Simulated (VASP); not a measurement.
InSb (strained zincblende), PBE single-point calculation: Ansatz's output and VASP's

```cif
data_structure
_symmetry_space_group_name_H-M 'P 1'
_symmetry_Int_Tables_number 1
_cell_length_a 4.6411
_cell_length_b 4.6411
_cell_length_c 4.4524
_cell_angle_alpha 61.336
_cell_angle_beta 61.336
_cell_angle_gamma 57.328
_cell_volume 67.60
loop_
_atom_site_label
_atom_site_type_symbol
_atom_site_fract_x
_atom_site_fract_y
_atom_site_fract_z
_atom_site_occupancy
In1 In 0.00000 0.00000 0.00000 1
Sb1 Sb 0.25000 0.25000 0.25000 1
```

Ansatz printed

```
SCF 1 converged in 6 iterations: F = -12082.486234 eV  dr2 = 3.78e-9
  greatest PAW one-centre occupation: 0.995 electrons in one spin orbital (limit 2), on the Sb atom at site 1 (counted from 0), in its partial waves of l = 2
NSCF: frozen V_eff on 7 k-points
SCF converged after 6 iterations
Free energy (F): -12082.486234 eV
Harris-Foulkes:  -12082.486234 eV  (|F-HF|=6.49e-9)
Internal energy: -12082.485977 eV  (E = F + TS)
E sigma→0 (E₀):  -12082.486105 eV
Entropy (-TS):   -0.000257 eV (-0.128 meV/atom)
Fermi energy:    7.613176 eV
--- Per-component energies (eV) ---
  E_band       = -258.387091
  E_kinetic    = 451.161448
  E_local      = -3189.357604  (includes V_loc(G=0)·N_el)
  E_nonlocal   = 730.054529
  E_hartree    = 1372.872708
  E_xc         = -353.879791
  E_vxc        = -195.781832  (∫ρ·V_xc dr)
  E_paw        = -8731.541230  (= ΣΔE_a)
  E_vpaw       = -800.208364  (= ΣTr[D̂ρ^β])
  E_aug_tail   = 0.000024  (compensation charges beyond the density's cutoff)
  E_ewald      = -2361.796063
  E_smearing   = -0.000257  (= −TS)
  E_closure    = -0.000000  (closes the sum)
  Σ components = -12082.486234   (vs F -12082.486234, Δ=0.00e0)
--- Forces (eV/Å), atoms counted from 1 ---
  atom   1  In     0.00000000     0.00000000     0.00000000
  atom   2  Sb    -0.00000000    -0.00000000     0.00000000
  max |Σ_I F_I| component: 2.78e-17 eV/Å
--- Stress (GPa, compression-positive) ---
        4.211548       0.000000      -0.000000
        0.000000       4.211548       0.000000
       -0.000000       0.000000       1.806270
  P = ⅓ Tr σ = 3.4098 GPa (34.098 kbar)
--- Band table (eV; the first three rows and the last of 30) ---
  k-point 0: bands = ["-21.1001", "-21.1001", "-21.0908", "-21.0861", "-21.0746", "-7.1597", "-7.1431", "-7.1431", "-7.0683", "-7.0615", "-3.2760", "7.1626", "7.2628", "7.6132", "7.6132", "10.4064", "10.4064", "10.5877"]
  k-point 1: bands = ["-21.1001", "-21.0999", "-21.0905", "-21.0859", "-21.0746", "-7.1634", "-7.1462", "-7.1377", "-7.0695", "-7.0608", "-3.0249", "4.9923", "6.9492", "7.3172", "8.4447", "10.7732", "10.8898", "11.3631"]
  k-point 2: bands = ["-21.1001", "-21.0996", "-21.0899", "-21.0852", "-21.0746", "-7.1856", "-7.1383", "-7.1281", "-7.0708", "-7.0578", "-2.3744", "2.8444", "6.4056", "6.8994", "8.1200", "11.1931", "11.4416", "13.3191"]
  k-point 29: bands = ["-21.0986", "-21.0986", "-21.0924", "-21.0863", "-21.0733", "-7.2281", "-7.0996", "-7.0996", "-7.0747", "-7.0641", "-1.4423", "1.3085", "5.4859", "5.4859", "9.1011", "9.2040", "15.6103", "15.6103"]
```

Each program uses its own PAW datasets. VASP's cell holds 18 valence electrons and Ansatz's 28. Ansatz's stress includes a Pulay correction; VASP's doesn't.

Question: What does VASP give for the same cell and level of theory?

Answer: gap between bands v and c -0.03 eV (bands overlap: a metal); least direct gap 0.00 eV; pressure 3.4 GPa.

From OUTCAR

```
k-points           NKPTS =     30   k-points in BZ     NKDIM =     30   number of bands    NBANDS=     16

   NELECT =      18.0000    total number of electrons

   dimension x,y,z NGX =    36 NGY =   36 NGZ =   36
   dimension x,y,z NGXF=    72 NGYF=   72 NGZF=   72

  energy-cutoff  :      520.00
  volume of cell :       67.60
      direct lattice vectors                 reciprocal lattice vectors
     0.000000000  3.148332497  3.409922292    -0.158814230  0.158814230  0.146630907
     3.148332497  0.000000000  3.409922292     0.158814230 -0.158814230  0.146630907
     3.148332497  3.148332497  0.000000000     0.158814230  0.158814230 -0.146630907

 k-points in reciprocal lattice and weights: KPOINTS created by Atomic Simulation Env
   0.00000000  0.00000000  0.00000000       0.005
   0.16666667  0.00000000  0.00000000       0.037
   0.33333333  0.00000000  0.00000000       0.037
   0.50000000  0.00000000  0.00000000       0.019
   0.16666667  0.16666667  0.00000000       0.009
   0.33333333  0.16666667  0.00000000       0.037
   0.50000000  0.16666667  0.00000000       0.037
  -0.33333333  0.16666667  0.00000000       0.037
   ...

 E-fermi :   5.3208

 k-point     1 :       0.0000    0.0000    0.0000
  band No.  band energies     occupation
      1      -9.4627      2.00000
      2      -9.4452      2.00000
      3      -9.4452      2.00000
      4      -9.3713      2.00000
      5      -9.3624      2.00000
      6      -5.5670      2.00000
      7       4.8699      2.00000
      8       4.9736      2.00000
      9       5.3208      1.00000
     10       5.3208      1.00000
     11       8.1010      0.00000
     12       8.1010      0.00000
     13       8.2824      0.00000
     14      10.9188      0.00000
     15      12.7506      0.00000
     16      13.1867      0.00000

 k-point     2 :       0.1667    0.0000    0.0000
  band No.  band energies     occupation
      1      -9.4658      2.00000
      2      -9.4485      2.00000
      3      -9.4400      2.00000
      4      -9.3724      2.00000
      5      -9.3616      2.00000
      6      -5.3159      2.00000
      7       2.6971      2.00000
      8       4.6552      2.00000
      9       5.0236      2.00000
     10       6.1501      0.00000
     11       8.4698      0.00000
     12       8.5840      0.00000
     13       9.0603      0.00000
     14      11.8475      0.00000
     15      12.3196      0.00000
     16      12.8461      0.00000

 k-point     3 :       0.3333    0.0000    0.0000
  band No.  band energies     occupation
      1      -9.4871      2.00000
      2      -9.4413      2.00000
      3      -9.4308      2.00000
      4      -9.3734      2.00000
      5      -9.3583      2.00000
      6      -4.6647      2.00000
      7       0.5443      2.00000
      8       4.1102      2.00000
      9       4.6045      2.00000
     10       5.8228      0.00000
     11       8.8864      0.00000
     12       9.1336      0.00000
     13      11.0185      0.00000
     14      11.8590      0.00000
     15      12.9200      0.00000
     16      13.1113      0.00000

 k-point     4 :       0.5000    0.0000    0.0000
  band No.  band energies     occupation
      1      -9.4987      2.00000
      2      -9.4375      2.00000
      3      -9.4270      2.00000
      4      -9.3731      2.00000
      5      -9.3557      2.00000
      6      -4.1851      2.00000
      7      -0.4643      2.00000
      8       3.8928      2.00000
      9       4.4415      2.00000
     10       5.6438      0.00000
     11       8.8797      0.00000
     12       9.1933      0.00000
     13      11.3129      0.00000
     14      13.3526      0.00000
     15      14.1580      0.00000
     16      14.4925      0.00000

 k-point     5 :       0.1667    0.1667    0.0000
  band No.  band energies     occupation
      1      -9.4815      2.00000
      2      -9.4350      2.00000
      3      -9.4350      2.00000
      4      -9.3698      2.00000
      5      -9.3643      2.00000
      6      -5.2595      2.00000
      7       2.4209      2.00000
      8       4.5002      2.00000
      9       4.5002      2.00000
     10       7.1384      0.00000
     11       7.6198      0.00000
     12       9.3808      0.00000
     13       9.3808      0.00000
     14      10.8405      0.00000
     15      12.3676      0.00000
     16      14.3171      0.00000

 k-point     6 :       0.3333    0.1667    0.0000
  band No.  band energies     occupation
      1      -9.4960      2.00000
      2      -9.4305      2.00000
      3      -9.4252      2.00000
      4      -9.3696      2.00000
      5      -9.3646      2.00000
      6      -4.7493      2.00000
      7       0.9002      2.00000
      8       3.5600      2.00000
      9       4.0690      2.00000
     10       7.2521      0.00000
     11       8.2492      0.00000
     12       9.7351      0.00000
     13      10.1769      0.00000
     14      12.0093      0.00000
     15      13.4973      0.00000
     16      13.9601      0.00000

 ...

  Total        1.7685713      1.7685713      0.7516597      0.0000000      0.0000000      0.0000000
  in kB       41.9177046     41.9177046     17.8154242      0.0000000      0.0000000      0.0000000
  external PRESSURE =      33.8836111 kB  Pullay stress =       0.0000000 kB

 POSITION                                       TOTAL-FORCE (eV/Angst)
 -----------------------------------------------------------------------------------
      0.00000      0.00000      0.00000        -0.000000     -0.000000      0.000000
      1.57417      1.57417      1.70496         0.000000      0.000000      0.000000
 -----------------------------------------------------------------------------------
    total drift:                               -0.000000     -0.000000      0.000000

  FREE ENERGIE OF THE ION-ELECTRON SYSTEM (eV)
  ---------------------------------------------------
  free  energy   TOTEN  =        -6.8511159945 eV

  energy  without entropy=       -6.8508592637  energy(sigma->0) =       -6.85098763
```
